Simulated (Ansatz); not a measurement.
**Relaxing TiSi**

These are results of Ansatz 0.2.0, DFT r2SCAN, scalar-relativistic, plane waves, PAW, not measurements. Run with 500 eV cutoff, 6×10×8 k-mesh, Gaussian smearing of 0.10 eV, no spin polarisation.

What was changed in HfSi: Hf → Ti on all its sites, cell and atoms relaxed.

Command:

```bash
ansatz run input.yaml --threads 2 --pin off --max-ram 5120MiB --backend cpu --events-out ev --progress --plain --runs-dir out
```

Input:

```yaml
crystal:
  lattice:
    - [6.6166285653, 0.0, 0.0]
    - [0.0, 3.6397175391, 0.0]
    - [0.0, 0.0, 5.0375824889]
  atoms:
    - { symbol: Ti, position: [0.1756138746, 0.25, 0.1261301677] }
    - { symbol: Ti, position: [0.3243861254, 0.75, 0.6261301677] }
    - { symbol: Ti, position: [0.6756138746, 0.25, 0.3738698323] }
    - { symbol: Ti, position: [0.8243861254, 0.75, 0.8738698323] }
    - { symbol: Si, position: [0.0428633009, 0.25, 0.639060676] }
    - { symbol: Si, position: [0.4571366991, 0.75, 0.139060676] }
    - { symbol: Si, position: [0.5428633009, 0.25, 0.860939324] }
    - { symbol: Si, position: [0.9571366991, 0.75, 0.360939324] }
basis:
  ecutwfc: 500
kpoints:
  mp_grid: { grid: [6, 10, 8] }
hamiltonian:
  xc: r2scan
scf:
  occupations: { method: gaussian, width: 0.1 }
output:
  forces: true
  stress: true
  eigenvalues: true
relax:
  adjacent_minimum: "off"
  f_tol: 0.01
  max_steps: 60
  cell: { stress_tol: 0.1 }
```

F is the free energy. Steps run on the plane waves of an earlier cell, but the last one, and at times one on the way, on a freshly chosen basis, so a repeated geometry can differ a little in energy.

Steps:

```csv
step,F − F(1) (eV),largest force component (eV/Å),V (Å³/atom),P (GPa)
1,0.0000,0.434,15.165,-3.86
2,-0.0669,0.068,14.568,1.78
3,-0.0775,0.064,14.727,0.15
4,-0.0781,0.014,14.740,-0.02
5,-0.0781,0.003,14.738,0.01
6,-0.0770,0.003,14.738,0.01
```

Relaxed structure:

```yaml
crystal:
  lattice:
    - [6.50251, 0.00000, 0.00000]
    - [0.00000, 3.63502, 0.00000]
    - [0.00000, 0.00000, 4.98800]
  atoms:
    - { symbol: Ti, position: [0.17605, 0.25000, 0.12861] }
    - { symbol: Ti, position: [0.32395, 0.75000, 0.62861] }
    - { symbol: Ti, position: [0.67605, 0.25000, 0.37139] }
    - { symbol: Ti, position: [0.82395, 0.75000, 0.87139] }
    - { symbol: Si, position: [0.04382, 0.25000, 0.64472] }
    - { symbol: Si, position: [0.45618, 0.75000, 0.14472] }
    - { symbol: Si, position: [0.54382, 0.25000, 0.85528] }
    - { symbol: Si, position: [0.95618, 0.75000, 0.35528] }
```

It takes space group Pnma (No. 62, orthorhombic). Conventional cell: a = 6.503 Å, b = 3.635 Å, c = 4.988 Å, α = 90.00°, β = 90.00°, γ = 90.00°. Ti (site symmetry m) has 7 Si at 2.56 to 2.75 Å as nearest neighbours. Around Si (site symmetry m) lie 2 Si at 2.39 Å and 7 Ti at 2.56 to 2.75 Å.

The run converged. The run took 3.1 min on 2 threads of Intel(R) Xeon(R) Platinum 8259CL CPU @ 2.50GHz (Skylake/Cascade Lake), on a shared host, peak memory 1 GiB.